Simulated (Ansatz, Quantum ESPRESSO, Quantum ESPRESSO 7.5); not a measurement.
# honeycomb BP, 2 layers, AB stacking: capacitance across a vacuum gap

Aim: potential against charge for honeycomb BP, 2 layers, AB stacking facing a metal electrode, and the capacitance that follows.

Program: Quantum ESPRESSO 7.5. Level of theory: plane-wave DFT, PBE, GBRV ultrasoft pseudopotentials (geometry by Ansatz 0.2.0 with PAW datasets; geometry under PBE-D3(BJ)). Results are calculated unless marked as measured.

## Step 1: Starting point

The cell holds 4 atoms: 2 P and 2 B. Its edges and angles: a = 3.210 Å, b = 3.210 Å, c = 19.300 Å, α = 90.0°, β = 90.0°, γ = 120.0°. It derives from BP. Vacuum lies along c.

This sheet is a model structure: its symmetry is held, and its stability is not tested here.

## Step 2: Relaxation with Ansatz

The geometry comes first, from a plane-wave PAW code, so that the later runs on this slab share one structure.

input.yaml reads:

```yaml
crystal:
  lattice:
    - [3.21, 0.0, 0.0]
    - [-1.605, 2.7799415461, 0.0]
    - [0.0, 0.0, 19.3]
  atoms:
    - { symbol: P, position: [0.6666666667, 0.3333333333, 0.414507772] }
    - { symbol: B, position: [0.3333333333, 0.6666666667, 0.414507772] }
    - { symbol: P, position: [0.0, 0.0, 0.585492228] }
    - { symbol: B, position: [0.6666666667, 0.3333333333, 0.585492228] }
kpoints:
  mp_grid: { grid: [12, 12, 1] }
hamiltonian:
  xc: pbe
  dispersion: d3bj
scf:
  occupations: { method: fermi_dirac, width: 0.05 }
  convergence: { dr2_threshold: 1.0e-08 }
efield:
  axis: 3
  dipole_correction: true
  ramp_position: 0.97
  ramp_width: 0.04
relax:
  f_tol: 0.01
  cell: { fix: [c, alpha, beta] }
output:
  write_potential: true
  write_density: true
  volumetric_format: npy
```

Run with:

```
ansatz run input.yaml --threads 2 --pin off --max-ram 4096MiB --backend cpu --events-out ev --progress --plain --runs-dir out
```

Numbers of over 12 decimals in the logs are rounded to 6 here.

The program printed:

```text
Warning: relax.cell: scf.convergence.dr2_threshold = 1e-8 eV is looser than the 4e-10 eV advised for a relaxation that steers and ends on the stress (1e-10 eV for each atom of the cell: 4). What an SCF threshold leaves in a stress goes as its square root, and in the free energy as the threshold itself, and one threshold admits the most on a small cell: [figures from the program's tests cut] Set scf.convergence.dr2_threshold to 4e-10 eV or tighter. The threshold is an SCF's pass mark: one that does not reach it within its budget of iterations ends unconverged, or closes short of it on a stop that the run arms, and scf.convergence.dr2_threshold's page says what that costs each kind of run
Engine: ansatz 0.2.0, x86_64-unknown-linux-gnu
Pseudopotentials: kind: paw
Pseudopotential: P, paw, valence charge 5, recommended cutoff 420 eV (normal), P.paw.azcp
Pseudopotential: B, paw, valence charge 3, recommended cutoff 420 eV (normal), B.paw.azcp
Functional definition: PBE
  parameter kappa = 0.804
  parameter beta = 0.066725
  exchange = pbe_x(kappa = kappa, mu = beta*pi^2/3)
  correlation = pbe_c(beta = beta)
Crystal: 4 atoms, lattice volume = 172.226 Å³
Basis set: ecut = 420 eV, 3437 PW (Γ), exchange–correlation on 48×48×270 points (8 copies of the dense FFT grid, shifted against one another)
Bands: 12, of which v1, the nominal top of the filled ones, is band 8 counted from 1 (7 counted from 0)
Symmetry: 6 space group operations
Space group: P3m1 (ITA 156), of the structure as read, at distance tolerance 5.6e-5 Å
k-points: 19 of 144 (time reversal used)
Non-local potential: P, projectors of the file, l = 0: 2, l = 1: 2, l = 2: 2
Non-local potential: B, projectors of the file, l = 0: 2, l = 1: 2, l = 2: 1
PAW form: soft (Blöchl's): semilocal exchange-correlation on the pseudo side does not see the compensation charge
PAW one-centre angular grid: P, 110 points (default); XC on 64 Gauss nodes
PAW one-centre angular grid: B, 110 points (default); XC on 64 Gauss nodes
Initial density: superposition of atomic densities (neutral atoms: chi_scale 0, normalization atom), corrected by the library's trained network
Initial wavefunctions: pseudopotential atomic-orbital guess
Functional: x = pbe(κ = 0.804, μ = 0.219515), c = pbe(β = 0.066725)
SCF iter   1: F=—  HF=-1824.038287 eV  |F-HF|=—  |Δ(HF+E_count)|=         —  Δρ=1.90e-3  dr2=1.93e-2  ethr=1.77e-3  p=-0.000 e·Å  D=-1.58e-4 V/Å  ΔV_dip=0.00 eV  dr2_dipole=2.82e-3  V_vac-E_F(+/−)=4.51/4.51 eV  ⟨swp⟩=9.1  Hψ=2130  notcnv=0
efield: sawtooth ramp at fractional position 0.9700 (set: `efield.ramp_position`, or a place that a band, a saddle search or an elastic batch's reference lends), width 0.0400; the density the first Hamiltonian is built on has a dipole p = -0.000 e·Å; the dipole correction subtracts the counter field D = -1.58e-4 V/Å, which shifts the + side's vacuum level by +0.00 eV against the − side's; the planar-averaged density in the ramp window peaks in size at 7.5e-5 e/Å³
preconditioner: auto → none  [insulator: Δε(μ)=0.839 eV  Ē_g=9.787 eV  σ=0.050 eV  W_gap=1.00  n_scr=10 (ndim 8)  ℏωp=11.3 eV  f_vac=0.601  D(μ)=0.00/eV (n_scr^D=0)  ε∞_Penn≈2.3]
SCF iter   2: F=—  HF=-1824.042541 eV  |F-HF|=—  |Δ(HF+E_count)|=   4.25e-3  Δρ=1.53e-3  dr2=3.87e-2  ethr=1.21e-4  p=-0.037 e·Å  D=-3.86e-2 V/Å  ΔV_dip=0.75 eV  dr2_dipole=1.43e-2  V_vac-E_F(+/−)=5.16/4.41 eV  ⟨swp⟩=3.9  Hψ=659  notcnv=0
SCF iter   3: F=—  HF=-1824.035444 eV  |F-HF|=—  |Δ(HF+E_count)|=   7.10e-3  Δρ=6.49e-4  dr2=4.77e-3  ethr=1.21e-4  p=-0.002 e·Å  D=-1.80e-3 V/Å  ΔV_dip=0.03 eV  dr2_dipole=1.79e-3  V_vac-E_F(+/−)=4.76/4.72 eV  ⟨swp⟩=3.0  Hψ=478  notcnv=0
SCF iter   4: F=—  HF=-1824.034620 eV  |F-HF|=—  |Δ(HF+E_count)|=   8.24e-4  Δρ=3.04e-4  dr2=3.03e-4  ethr=2.98e-5  p=-0.011 e·Å  D=-1.12e-2 V/Å  ΔV_dip=0.22 eV  dr2_dipole=1.37e-6  V_vac-E_F(+/−)=4.86/4.65 eV  ⟨swp⟩=1.5  Hψ=395  notcnv=0
SCF iter   5: F=—  HF=-1824.034645 eV  |F-HF|=—  |Δ(HF+E_count)|=   2.42e-5  Δρ=1.48e-4  dr2=3.13e-5  ethr=1.90e-6  p=-0.011 e·Å  D=-1.11e-2 V/Å  ΔV_dip=0.21 eV  dr2_dipole=5.00e-7  V_vac-E_F(+/−)=4.91/4.69 eV  ⟨swp⟩=2.4  Hψ=363  notcnv=0
SCF iter   6: F=—  HF=-1824.034682 eV  |F-HF|=—  |Δ(HF+E_count)|=   3.76e-5  Δρ=3.39e-5  dr2=1.20e-6  ethr=1.95e-7  p=-0.011 e·Å  D=-1.11e-2 V/Å  ΔV_dip=0.21 eV  dr2_dipole=1.31e-9  V_vac-E_F(+/−)=4.93/4.71 eV  ⟨swp⟩=2.2  Hψ=400  notcnv=0
SCF iter   7: F=—  HF=-1824.034678 eV  |F-HF|=—  |Δ(HF+E_count)|=   4.22e-6  Δρ=7.86e-6  dr2=8.32e-8  ethr=7.51e-9  p=-0.011 e·Å  D=-1.11e-2 V/Å  ΔV_dip=0.21 eV  dr2_dipole=3.24e-11  V_vac-E_F(+/−)=4.93/4.72 eV  ⟨swp⟩=2.2  Hψ=397  notcnv=0
SCF iter   8: F=-1824.034678 eV  HF=-1824.034678 eV  |F-HF|=2.69e-8  |Δ(HF+E_count)|=   2.59e-7  Δρ=1.12e-6  dr2=2.66e-9  ethr=6.25e-11  p=-0.011 e·Å  D=-1.11e-2 V/Å  ΔV_dip=0.21 eV  dr2_dipole=7.35e-11  V_vac-E_F(+/−)=4.93/4.72 eV  ⟨swp⟩=9.8  Hψ=1867  notcnv=0
SCF 1 converged in 8 iterations: F = -1824.034678 eV  dr2 = 2.66e-9
  greatest PAW one-centre occupation: 0.777 electrons in one spin orbital (limit 2), on the P atom at site 0 (counted from 0), in its partial waves of l = 0
relax step   1: F+E_penalty+E_count = -1824.03467823 eV  Δ(F+E_penalty+E_count) = +0.000e0 eV  max|allowed force component| = 1.643e-1 eV/Å  Δτ_max = 0.0000 Å  P = -0.174 GPa  Ω = 172.226 Å³  fix = [c, alpha, beta]  reactions: c +0.473 GPa  (8 SCF iters, accepted)
Crystal: 4 atoms, lattice volume = 171.780 Å³
Initial density: handed on by an earlier stage of this run
Initial wavefunctions: those handed on with the density
SCF iter   1: F=—  HF=-1824.157044 eV  |F-HF|=—  |Δ(HF+E_count)|=         —  Δρ=1.50e-2  dr2=4.97e-1  ethr=3.10e-3  p=-0.010 e·Å  D=-1.11e-2 V/Å  ΔV_dip=0.21 eV  dr2_dipole=3.47e-4  V_vac-E_F(+/−)=4.88/4.67 eV  ⟨swp⟩=9.9  Hψ=2109  notcnv=0
efield: sawtooth ramp at fractional position 0.9700 (set: `efield.ramp_position`, or a place that a band, a saddle search or an elastic batch's reference lends), width 0.0400; the density the first Hamiltonian is built on has a dipole p = -0.010 e·Å; the dipole correction subtracts the counter field D = -1.11e-2 V/Å, which shifts the + side's vacuum level by +0.21 eV against the − side's; the planar-averaged density in the ramp window peaks in size at 4.0e-7 e/Å³
preconditioner: auto → none  [insulator: Δε(μ)=0.678 eV  Ē_g=9.811 eV  σ=0.050 eV  W_gap=1.00  n_scr=10 (ndim 8)  ℏωp=11.3 eV  f_vac=0.575  D(μ)=0.00/eV (n_scr^D=0)  ε∞_Penn≈2.3]
[...]
SCF iter   9: F=-1824.051464 eV  HF=-1824.051464 eV  |F-HF|=5.85e-10  |Δ(HF+E_count)|=   7.91e-9  Δρ=8.13e-7  dr2=1.31e-9  ethr=6.25e-11  p=-0.007 e·Å  D=-7.69e-3 V/Å  ΔV_dip=0.15 eV  dr2_dipole=1.46e-10  V_vac-E_F(+/−)=4.81/4.66 eV  ⟨swp⟩=9.1  Hψ=1790  notcnv=0
SCF 3 converged in 9 iterations: F = -1824.051464 eV  dr2 = 1.31e-9
  greatest PAW one-centre occupation: 0.778 electrons in one spin orbital (limit 2), on the P atom at site 0 (counted from 0), in its partial waves of l = 0
relax step   3: F+E_penalty+E_count = -1824.05146354 eV  Δ(F+E_penalty+E_count) = -4.515e-4 eV  max|allowed force component| = 3.320e-2 eV/Å  Δτ_max = 0.0314 Å  P = +0.387 GPa  Ω = 170.350 Å³  energy of the carried Pulay correction = +4.007e-4 eV  fix = [c, alpha, beta]  reactions: c -0.080 GPa  (9 SCF iters, accepted)
[...]
relax step   4: F+E_penalty+E_count = -1824.05388435 eV  Δ(F+E_penalty+E_count) = -2.421e-3 eV  max|allowed force component| = 1.070e-2 eV/Å  Δτ_max = 0.0188 Å  P = +0.040 GPa  Ω = 171.275 Å³  energy of the carried Pulay correction = +2.027e-4 eV  fix = [c, alpha, beta]  reactions: c -0.034 GPa  (8 SCF iters, accepted)
[...]
relax step   5: F+E_penalty+E_count = -1824.05401139 eV  Δ(F+E_penalty+E_count) = -1.270e-4 eV  max|allowed force component| = 1.582e-3 eV/Å  Δτ_max = 0.0106 Å  P = -0.002 GPa  Ω = 171.402 Å³  energy of the carried Pulay correction = +1.754e-4 eV  fix = [c, alpha, beta]  reactions: c -0.008 GPa  (7 SCF iters, accepted)
Initial wavefunctions: pseudopotential atomic-orbital guess (no wavefunctions were taken with the density)
iter 1 solved again at ethr=1.42e-6 eV; its pass at ethr=3.10e-3 eV (dr2=2.27e-4 eV) is discarded
SCF iter   1: F=—  HF=-1824.053850 eV  |F-HF|=—  |Δ(HF+E_count)|=         —  Δρ=6.40e-6  dr2=1.56e-8  ethr=1.42e-6  p=-0.008 e·Å  D=-8.26e-3 V/Å  ΔV_dip=0.16 eV  dr2_dipole=5.37e-10  V_vac-E_F(+/−)=4.84/4.68 eV  ⟨swp⟩=4.0  Hψ=2832  notcnv=0
efield: sawtooth ramp at fractional position 0.9700 (set: `efield.ramp_position`, or a place that a band, a saddle search or an elastic batch's reference lends), width 0.0400; the density the first Hamiltonian is built on has a dipole p = -0.008 e·Å; the dipole correction subtracts the counter field D = -8.26e-3 V/Å, which shifts the + side's vacuum level by +0.16 eV against the − side's; the planar-averaged density in the ramp window peaks in size at 2.4e-7 e/Å³
eigensolver tolerance schedule: the retry pair's looser diagonalisation over-reported the residual by 14584.78 of it (diagonalisation noise at an unbounded share of the residual, at the tolerance the schedule requests for it); recorded, not acted on — ethr = c·dr2/N_el stays at c = 1.0e-1
preconditioner: auto → none  [insulator: Δε(μ)=0.743 eV  Ē_g=9.813 eV  σ=0.050 eV  W_gap=1.00  n_scr=10 (ndim 8)  ℏωp=11.3 eV  f_vac=0.587  D(μ)=0.00/eV (n_scr^D=0)  ε∞_Penn≈2.3]
SCF iter   2: F=—  HF=-1824.053840 eV  |F-HF|=—  |Δ(HF+E_count)|=   9.35e-6  Δρ=3.28e-6  dr2=9.01e-9  ethr=6.25e-11  p=-0.008 e·Å  D=-8.28e-3 V/Å  ΔV_dip=0.16 eV  dr2_dipole=1.69e-9  V_vac-E_F(+/−)=4.84/4.68 eV  ⟨swp⟩=11.0  Hψ=2244  notcnv=0
SCF iter   3: F=—  HF=-1824.053840 eV  |F-HF|=—  |Δ(HF+E_count)|=   9.93e-9  Δρ=1.77e-6  dr2=1.17e-8  ethr=5.63e-11  p=-0.008 e·Å  D=-8.25e-3 V/Å  ΔV_dip=0.16 eV  dr2_dipole=4.83e-9  V_vac-E_F(+/−)=4.84/4.68 eV  ⟨swp⟩=2.1  Hψ=332  notcnv=0
SCF iter   4: F=-1824.053840 eV  HF=-1824.053840 eV  |F-HF|=4.38e-10  |Δ(HF+E_count)|=  3.93e-10  Δρ=5.34e-7  dr2=6.35e-10  ethr=5.63e-11  p=-0.008 e·Å  D=-8.27e-3 V/Å  ΔV_dip=0.16 eV  dr2_dipole=1.95e-10  V_vac-E_F(+/−)=4.84/4.68 eV  ⟨swp⟩=7.2  Hψ=1479  notcnv=0
SCF 6 converged in 4 iterations: F = -1824.053840 eV  dr2 = 6.35e-10
relax step   6: F+E_penalty+E_count = -1824.05384028 eV  Δ(F+E_penalty+E_count) = +1.711e-4 eV  max|allowed force component| = 1.619e-3 eV/Å  Δτ_max = 0.0000 Å  P = -0.004 GPa  Ω = 171.402 Å³  fix = [c, alpha, beta]  reactions: c -0.013 GPa  stress off target by 8.44e-4 GPa on what of the cell is left free  SCF on the basis re-selected at this cell (its energy is not comparable with the rows above)  (4 SCF iters)
basis re-selected at this cell: Δ(F+E_penalty+E_count) = +1.711e-4 eV, ΔP = -0.002 GPa vs the last step (what re-selecting the basis moved, of the pressure what is left beyond the Pulay correction that the steps carried, after the strain that the cell walked since its last selection, with what the two solves' SCF thresholds leave and, on support functions, any second-order correction that the steps lacked; it is no m [...]
WARN: The output density's exchange-correlation potential varies sharply where the density is thin. Do not read a vacuum level from v_tot or v_xc, or from such a field of the output density. On a cell that repeats whose density bears no net charge and no dipole along the vacuum's axis use v_es (v_loc + v_h of the components); under efield.dipole_correction with no amplitude use v_es + v_field, which holds any externa [...]
SCF converged after 4 iterations
Free energy (F): -1824.053840 eV
Harris-Foulkes:  -1824.053840 eV  (|F-HF|=4.38e-10)
Internal energy: -1824.053825 eV  (E = F + TS)
E sigma→0 (E₀):  -1824.053833 eV
Entropy (-TS):   -0.000015 eV (-0.004 meV/atom)
Fermi energy:    -0.899944 eV
Dipole field:    D = -0.008252 V/Å  (p = -0.007817 e·Å, saw-weighted, corrected)
Work function:   Φ+ = 4.8355 eV   Φ− = 4.6762 eV
Levels:          The Fermi level and band energies are counted from a zero that moves with the ramp; work functions are not
--- Per-component energies (eV) ---
  E_band       = -117.443753
  E_kinetic    = 238.035418
  E_local      = -4018.786335  (includes V_loc(G=0)·N_el)
  E_nonlocal   = 92.051290
  E_hartree    = 1894.208410
  E_xc         = -186.489629
  E_vxc        = -196.499545  (∫ρ·V_xc dr)
  E_paw        = -1296.232314  (= ΣΔE_a)
  E_vpaw       = -20.687324  (= ΣTr[D̂ρ^β])
  E_aug_tail   = 0.000001  (compensation charges beyond the density's cutoff)
  E_efield     = 0.000032  (sawtooth field / dipole correction)
  E_vefield    = 0.025829  (∫n·V_field dr)
  E_ewald      = 1453.881568
  E_disp       = -0.722266  (pairwise vdW)
  E_smearing   = -0.000015  (= −TS)
  E_closure    = 0.000000  (closes the sum)
  Σ components = -1824.053840   (vs F -1824.053840, Δ=0.00e0)
--- Forces (eV/Å), atoms counted from 1 ---
  atom   1  P      0.00000000    -0.00000000     0.00063965
  atom   2  B      0.00000000    -0.00000000     0.00161353
  atom   3  P     -0.00000000     0.00000000    -0.00105828
  atom   4  B     -0.00000000    -0.00000000    -0.00121512
  max |Σ_I F_I| component: 2.02e-5 eV/Å
--- Stress (GPa, compression-positive) ---
        0.000844      -0.000000       0.000000
       -0.000000       0.000844      -0.000000
        0.000000      -0.000000      -0.013244
  P = ⅓ Tr σ = -0.0039 GPa (-0.039 kbar)
--- Band table (eV; the first three rows and the last of 19) ---
  k-point 0: bands = [... 4 lower, -3.0271, -3.0271, -2.8698, -2.8698, 2.5238, 3.2810, 3.2921, 3.2921]
  k-point 1: bands = [... 4 lower, -3.5688, -3.4028, -3.2358, -3.0731, 2.6346, 3.0647, 3.2723, 3.4521]
  k-point 2: bands = [... 4 lower, -4.6619, -4.3054, -3.7161, -3.5447, 2.5810, 2.7903, 3.1462, 3.8275]
  k-point 18: bands = [... 4 lower, -7.6834, -7.5247, -1.6584, -1.2737, -0.5310, -0.0623, 4.8707, 5.2261]
--- Relaxed structure (5 steps of the walk, 5 accepted, 1 SCFs on fresh bases) ---
  F+E_penalty+E_count = -1824.05384028 eV   max|allowed force component| = 1.619e-3 eV/Å   (the final SCF, on the basis selected at the relaxed cell)
  cell:  # Å, volume = 171.4023 Å³
    - [3.202318, 0.0, 0]
    - [-1.601159, 2.773288, 0]
    - [0, 0, 19.3]
  atoms:
    - { symbol: P, position: [0.666667, 0.333333, 0.408573] }
    - { symbol: B, position: [0.333333, 0.666667, 0.407508] }
    - { symbol: P, position: [2.2603388052573694e-17, -9.251858538489117e-17, 0.592311] }
    - { symbol: B, position: [0.666667, 0.333333, 0.591608] }
```

Elapsed: 4.6 s, on 2 threads of AMD EPYC 9R45 (Zen 5), shared host; peak memory 0.43 GiB; 8.6 s of CPU time.

Relaxation path:

| step | energy less that of the first step (eV) | largest force component (eV/Å) | pressure (GPa) | volume (Å³) |
| --- | --- | --- | --- | --- |
| 1 | 0.0000 | 0.1643 | -0.17 | 172.23 |
| 2 | -0.0163 | 0.0609 | -0.18 | 171.78 |
| 3 | -0.0168 | 0.0332 | 0.39 | 170.35 |
| 4 | -0.0192 | 0.0107 | 0.04 | 171.27 |
| 5 | -0.0193 | 0.0016 | 0.00 | 171.40 |
| 6* | -0.0192 | 0.0016 | 0.00 | 171.40 |

Relaxation steps marked * repeat the geometry before them on a plane-wave basis chosen anew for their cell, so energy and pressure can jump there.

| cell as run | before | after | change |
| --- | --- | --- | --- |
| a (Å) | 3.210 | 3.202 | -0.2 % |
| b (Å) | 3.210 | 3.202 | -0.2 % |

The atoms that moved most (Å, along periodic axes as changes of fractional coordinates times the final cell, across vacuum about the mean position):

| atom | dx | dy | dz | length |
| --- | --- | --- | --- | --- |
| B2 | 0.000 | 0.000 | -0.135 | 0.135 |
| P3 | 0.000 | 0.000 | 0.132 | 0.132 |
| B4 | 0.000 | 0.000 | 0.118 | 0.118 |
| P1 | 0.000 | 0.000 | -0.115 | 0.115 |

The relaxed structure:

```xyz
4
Lattice="3.2023 0.0000 0.0000 -1.6012 2.7733 0.0000 0.0000 0.0000 19.3000" Properties=species:S:1:pos:R:3
P     1.6012    0.9244    7.8855
B     0.0000    1.8489    7.8649
P     0.0000    0.0000   11.4316
B     1.6012    0.9244   11.4180
```

Read from the output:

| Property | Result |
| --- | --- |
| free energy | -1824.0538 eV |
| Fermi energy | -0.8999 eV |
| gap by band count | 0.7427 eV |
| symmetry operations | 6 |
| dipole along the normal | -0.007817 e·Å |
| vacuum level at the upper face over a Fermi level inside the gap | 4.836 eV |
| vacuum level at the lower face over a Fermi level inside the gap | 4.676 eV |

[end of part 1 of 5]

[Logs are printed without paths, hosts, clocks, repeated set-up lines and the standing remarks that a program may print on its own settings, such as how far it seeks lower states.]

[Hosts, paths, dates, database ids (printed as entryN), source tags and the programs' standing remarks are cut or masked in the printed files.]

[Maps of the electrostatic potential energy from Ansatz leave out the sawtooth potential of an applied field or a dipole correction, so their vacuum need not be flat; planar profiles and work functions include it.]
